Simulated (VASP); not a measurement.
# GaN (F-43m) in VASP: phonons with PBE

Aim: the phonons of GaN with PBE.

Everything below comes from runs of VASP 6.6.1. Logs are shortened: lines on timing, memory, paths and dates and some standing lists are left out, and cuts for length are marked.

## (1) The structure

Symmetry: F-43m, No. 216, cubic system. Conventional cell: a = 4.548 Å, b = 4.548 Å, c = 4.548 Å, α = 90.00°, β = 90.00°, γ = 90.00°. Ga (site symmetry -43m) has 4 N at 1.97 Å as nearest neighbours. N (site symmetry -43m) has 4 Ga at 1.97 Å as nearest neighbours.

The cell is a database's computed one.

## (2) Phonons, PBE

Contents of POSCAR:

```
GaN
1.0
    0.0000000000      2.2741012840      2.2741012840
    2.2741012840      0.0000000000      2.2741012840
    2.2741012840      2.2741012840      0.0000000000
  Ga              N
     1     1
Direct
     0.0000000000000000    0.0000000000000000    0.0000000000000000
     0.7500000000000000    0.7500000000000000    0.7500000000000000
```

Contents of INCAR.step1:

```
ALGO = Fast
EDIFF = 1E-8
EDIFFG = -0.002
ENCUT = 600
GGA = PE
IBRION = 2
ISIF = 3
ISMEAR = 0
LASPH = T
LCHARG = F
LREAL = F
LWAVE = F
NELM = 80
NSW = 40
PREC = Accurate
SIGMA = 0.03
```

Contents of INCAR.step2:

```
ALGO = Fast
EDIFF = 1E-8
ENCUT = 600
GGA = PE
IBRION = 6
ISIF = 2
ISMEAR = 0
LASPH = T
LCHARG = F
LEPSILON = T
LREAL = F
LWAVE = F
NELM = 80
NFREE = 2
NSW = 1
POTIM = 0.015
PREC = Accurate
SIGMA = 0.03
```

Contents of KPOINTS:

```
k-points
0
Monkhorst-Pack
  18 18 18
```

Potentials or basis: VASP PAW PBE potentials, release 64 (Ga_d, N).

On the command line:

```
> cat potpaw_PBE.64/Ga_d/POTCAR potpaw_PBE.64/N/POTCAR > POTCAR
> cp INCAR.step1 INCAR
> mpirun -np 1 vasp_std > vasp.out
> cp CONTCAR POSCAR
> cp INCAR.step2 INCAR
> mpirun -np 1 vasp_std > vasp.out
```

OUTCAR:

```text
EDIFF = 1E-8
   ENCUT = 600
   GGA = PE
   IBRION = 6
   ISIF = 2
   ISMEAR = 0
   LASPH = T
   LEPSILON = T
   LREAL = F
   NELM = 80
   NFREE = 2
   NSW = 1
   POTIM = 0.015
   PREC = Accurate

 ion  position               nearest neighbor table
   1  0.000  0.000  0.000-   2 1.97   2 1.97   2 1.97   2 1.97
   2  0.750  0.750  0.750-   1 1.97   1 1.97   1 1.97   1 1.97

  LATTYP: Found a face centered cubic cell.
 ALAT       =     4.5482025680

  Lattice vectors:

 A1 = (   0.0000000000,   2.2741012840,   2.2741012840)
 A2 = (   2.2741012840,   0.0000000000,   2.2741012840)
 A3 = (   2.2741012840,   2.2741012840,   0.0000000000)

Analysis of symmetry for initial positions (statically):
=====================================================================
 Subroutine PRICEL returns:
 Original cell was already a primitive cell.

 Routine SETGRP: Setting up the symmetry group for a
 face centered cubic supercell.

 Subroutine GETGRP returns: Found 24 space group operations
 (whereof 24 operations were pure point group operations)
 out of a pool of 48 trial point group operations.

The static configuration has the point symmetry T_d .

Analysis of symmetry for dynamics (positions and initial velocities):
=====================================================================
 Subroutine PRICEL returns:
 Original cell was already a primitive cell.

 Routine SETGRP: Setting up the symmetry group for a
 face centered cubic supercell.

 Subroutine GETGRP returns: Found 24 space group operations
 (whereof 24 operations were pure point group operations)
 out of a pool of 48 trial point group operations.

The dynamic configuration has the point symmetry T_d .

 Subroutine INISYM returns: Found 24 space group operations
 (whereof 24 operations are pure point group operations),
 and found     1 'primitive' translations

----------------------------------------------------------------------------------------

                                     Primitive cell

  volume of cell :      23.5212

  direct lattice vectors                    reciprocal lattice vectors
     0.000000000  2.274101284  2.274101284    -0.219867076  0.219867076  0.219867076
     2.274101284  0.000000000  2.274101284     0.219867076 -0.219867076  0.219867076
     2.274101284  2.274101284  0.000000000     0.219867076  0.219867076 -0.219867076

  length of vectors
     3.216064878  3.216064878  3.216064878     0.380820947  0.380820947  0.380820947

  position of ions in fractional coordinates (direct lattice)
     0.000000000  0.000000000  0.000000000
     0.750000000  0.750000000  0.750000000

  ion indices of the primitive-cell ions
   primitive index   ion index
                 1           1
                 2           2

----------------------------------------------------------------------------------------

 KPOINTS: k-points

Automatic generation of k-mesh.
 Grid dimensions read from file:
 generate k-points for:   18   18   18

 Generating k-lattice:

  Cartesian coordinates                     Fractional coordinates (reciprocal lattice)
    -0.012214838  0.012214838  0.012214838     0.055555556  0.000000000  0.000000000
     0.012214838 -0.012214838  0.012214838     0.000000000  0.055555556  0.000000000
     0.012214838  0.012214838 -0.012214838     0.000000000  0.000000000  0.055555556

  Length of vectors
     0.021156719  0.021156719  0.021156719

  Shift w.r.t. Gamma in fractional coordinates (k-lattice)
     0.500000000  0.500000000  0.500000000

 Subroutine IBZKPT returns following result:
 ===========================================

 Found    570 irreducible k-points:

 Following reciprocal coordinates:
            Coordinates               Weight
  0.027778  0.027778  0.027778      8.000000
  0.083333  0.027778  0.027778     24.000000
  0.138889  0.027778  0.027778     24.000000
  0.194444  0.027778  0.027778     24.000000
  0.250000  0.027778  0.027778     24.000000
  0.305556  0.027778  0.027778     24.000000
[... 16 lines left out ...]
  0.305556  0.083333  0.027778     48.000000
[... 90 lines left out ...]
  ---------------------------------------------------
  free  energy   TOTEN  =       -12.1551501910 eV

  energy  without entropy=      -12.1551501910  energy(sigma->0) =      -12.15515019

 Free energy of the ion-electron system (eV)
  ---------------------------------------------------
  ---------------------------------------------------
  free energy    TOTEN  =        -0.35825868 eV

  energy without entropy =       -0.35825868

------------------------ aborting loop because EDIFF is reached ----------------------------------------

 PIEZOELECTRIC TENSOR FIELD DIRECTION 3  (e Angst)
 -----------------------------------------------------------------------------
    -0.00021  1.51904  0.00000           (  0.00000  0.10064  0.00000)
     1.51904 -0.00021  0.00000           (  0.10064  0.00000  0.00000)
     0.00000  0.00000 -0.00010           (  0.00000  0.00000  0.00000)

 PIEZOELECTRIC TENSOR FIELD DIRECTION 3  (C/m^2)
 -----------------------------------------------------------------------------
    -0.00014  1.03471  0.00000
     1.03471 -0.00014  0.00000
     0.00000  0.00000 -0.00007

 MACROSCOPIC STATIC DIELECTRIC TENSOR (including local field effects in DFT)
 ------------------------------------------------------
           6.088616     0.000000    -0.000000
          -0.000000     6.088616    -0.000000
           0.000000     0.000000     6.088616
 ------------------------------------------------------

 PIEZOELECTRIC TENSOR (including local field effects)  for field in x, y, z        (e  Angst)
          XX          YY          ZZ          XY          YZ          ZX
  --------------------------------------------------------------------------------
  x    -0.00000     0.00000     0.00000     0.00000     1.51947    -0.00000
  y     0.00000     0.00000    -0.00000     0.00000    -0.00000     1.51947
  z    -0.00000     0.00000    -0.00000     1.51947     0.00000     0.00000

 PIEZOELECTRIC TENSOR (including local field effects)  for field in x, y, z        (C/m^2)
          XX          YY          ZZ          XY          YZ          ZX
  --------------------------------------------------------------------------------
  x    -0.00000     0.00000     0.00000     0.00000     1.03501    -0.00000
  y     0.00000     0.00000    -0.00000     0.00000    -0.00000     1.03501
  z    -0.00000     0.00000    -0.00000     1.03501     0.00000     0.00000

 BORN EFFECTIVE CHARGES (including local field effects) (in |e|, cummulative output)
 ---------------------------------------------------------------------------------
 ion    1
    1     2.68084    -0.00000    -0.00000
    2    -0.00000     2.68084     0.00000
    3    -0.00000     0.00000     2.68084
 ion    2
    1    -2.68084     0.00000     0.00000
    2     0.00000    -2.68084    -0.00000
    3     0.00000    -0.00000    -2.68084

--------------------------------------- Ionic step        2  -------------------------------------------
[... 107 lines left out ...]
--------------------------------------- Ionic step        5  -------------------------------------------

 number of electron      18.0000002 magnetization

 Free energy of the ion-electron system (eV)
  ---------------------------------------------------
  ext. energy  EPLUGINS =         0.00000000
  ---------------------------------------------------
  free energy    TOTEN  =       -12.15387894 eV

  energy without entropy =      -12.15387894  energy(sigma->0) =      -12.15387894

 E-fermi :   5.1581     XC(G=0): -11.5217

 val. band max:        5.0095422049   @ k =   0.0000   0.0000  -0.0278
 cond. band min:       6.6456579079   @ k =   0.0000   0.0000  -0.0278
 fundamental gap:      1.6361157030
 Fermi energy:         5.1581100434

 k-point     1 :       0.0278    0.0278    0.0278
  band No.  band energies     occupation
      1     -10.7090      2.00000
      2      -8.4376      2.00000
      3      -8.4328      2.00000
      4      -8.4279      2.00000
      5      -8.1418      2.00000
      6      -8.1416      2.00000
      7       4.8782      2.00000
      8       4.9493      2.00000
      9       4.9921      2.00000
     10       6.6476      0.00000
     11      15.0571      0.00000
     12      15.1276      0.00000
     13      15.1609      0.00000
[... 354 lines left out ...]
  band No.  band energies     occupation
      1     -10.0273      2.00000
      2      -8.3649      2.00000
      3      -8.3526      2.00000
      4      -8.1487      2.00000
      5      -8.1143      2.00000
      6      -7.6409      2.00000
      7      -0.0578      2.00000
      8       3.9682      2.00000
      9       4.1845      2.00000
     10       9.5296      0.00000
     11      13.3126      0.00000
     12      15.1587      0.00000
     13      15.6759      0.00000

 [... further k-points ...]
[... 5 lines left out ...]
  --------------------------------------------------------------------------------------
  -------------------------------------------------------------------------------------
  Total       -0.0028534      0.0009495      0.0009495      0.0000000     -0.1056460      0.0000000
  in kB       -0.1943618      0.0646778      0.0646778      0.0000000     -7.1962195      0.0000000
  external PRESSURE =      -0.0216688 kB  Pullay stress =       0.0000000 kB
[... 17 lines left out ...]
  FREE ENERGIE OF THE ION-ELECTRON SYSTEM (eV)
  ---------------------------------------------------
  free  energy   TOTEN  =       -12.1538789353 eV

  energy  without entropy=      -12.1538789353  energy(sigma->0) =      -12.15387894

 INTERNAL STRAIN TENSORS FROM DISPLACED ATOMS
 ============================================

 INTERNAL STRAIN TENSOR FOR ION    1 for displacements in x,y,z  (eV/Angst):
          X           Y           Z          XY          YZ          ZX
  --------------------------------------------------------------------------------
  x    -0.00000    -0.00000    -0.00000     0.00000    -7.04353     0.00000
  y     0.00000     0.00000     0.00000     0.00000     0.00000    -7.04353
  z    -0.00000    -0.00000    -0.00000    -7.04353     0.00000     0.00000

 INTERNAL STRAIN TENSOR FOR ION    2 for displacements in x,y,z  (eV/Angst):
          X           Y           Z          XY          YZ          ZX
  --------------------------------------------------------------------------------
  x     0.00000    -0.00000    -0.00000    -0.00000     7.04280     0.00000
  y     0.00000     0.00000     0.00000    -0.00000    -0.00000     7.04280
  z    -0.00000    -0.00000     0.00000     7.04280     0.00000    -0.00000

 Eigenvectors and eigenvalues of the dynamical matrix
 ----------------------------------------------------

   1 f  =   15.390055 THz    96.698569 2PiTHz  513.356983 cm-1    63.648125 meV
             X         Y         Z           dx          dy          dz
      0.000000  0.000000  0.000000     0.409061    0.000000   -0.000000
      3.411152  3.411152  3.411152    -0.912507   -0.000000   -0.000000
[... 21 lines left out ...]
   6 f/i=    0.002128 THz     0.013371 2PiTHz    0.070983 cm-1     0.008801 meV
             X         Y         Z           dx          dy          dz
      0.000000  0.000000  0.000000    -0.040615    0.906068   -0.100303
      3.411152  3.411152  3.411152    -0.018207    0.406175   -0.044964

--------------------------------------------------------------------------------------------------------

 MACROSCOPIC STATIC DIELECTRIC TENSOR IONIC CONTRIBUTION
 ------------------------------------------------------
           4.891899    -0.000000    -0.000000
          -0.000000     4.891899     0.000000
          -0.000000     0.000000     4.891899
 ------------------------------------------------------

 ELASTIC MODULI CONTR FROM IONIC RELAXATION (kBar)
 Direction    XX          YY          ZZ          XY          YZ          ZX
 --------------------------------------------------------------------------------
 XX          -0.0000     -0.0000     -0.0000     -0.0000     -0.0000      0.0000
 YY          -0.0000     -0.0000     -0.0000     -0.0000     -0.0000      0.0000
 ZZ          -0.0000     -0.0000     -0.0000     -0.0000     -0.0000      0.0000
 XY          -0.0000     -0.0000     -0.0000   -298.9622      0.0000      0.0000
 YZ          -0.0000     -0.0000     -0.0000      0.0000   -298.9622      0.0000
 ZX           0.0000      0.0000      0.0000      0.0000      0.0000   -298.9622
 --------------------------------------------------------------------------------

 PIEZOELECTRIC TENSOR IONIC CONTR  for field in x, y, z        (C/m^2)
          XX          YY          ZZ          XY          YZ          ZX
  --------------------------------------------------------------------------------
  x    -0.00000    -0.00000    -0.00000     0.00000    -1.13794     0.00000
  y     0.00000     0.00000     0.00000    -0.00000     0.00000    -1.13794
  z    -0.00000    -0.00000    -0.00000    -1.13794     0.00000    -0.00000
```

Wall time 2 h (1 thread of Intel Xeon Platinum 8488C (Sapphire Rapids), shared host); peak memory 2.5 GiB.

What came out:

```yaml
Electronic_dielectric_tensor_diagonal: 6.09
Born_charges_mean_of_the_diagonal: Ga +2.68; N -2.68 e
Highest_phonon_frequency_at_Γ_LO-TO_splitting_left_out: 513 cm⁻¹
```

Phonon frequencies in cm⁻¹ (negative: imaginary):
```tsv
q point	frequencies
(0.000, 0.000, 0.000)	0 0 0 513 513 513
```

Electronic dielectric tensor:
```
6.09 0.00 0.00
0.00 6.09 0.00
0.00 0.00 6.09
```

Born effective charge tensors (e):
atom 1, Ga
```
2.68 0.00 0.00
0.00 2.68 0.00
0.00 0.00 2.68
```
atom 2, N
```
-2.68  0.00  0.00
 0.00 -2.68  0.00
 0.00  0.00 -2.68
```
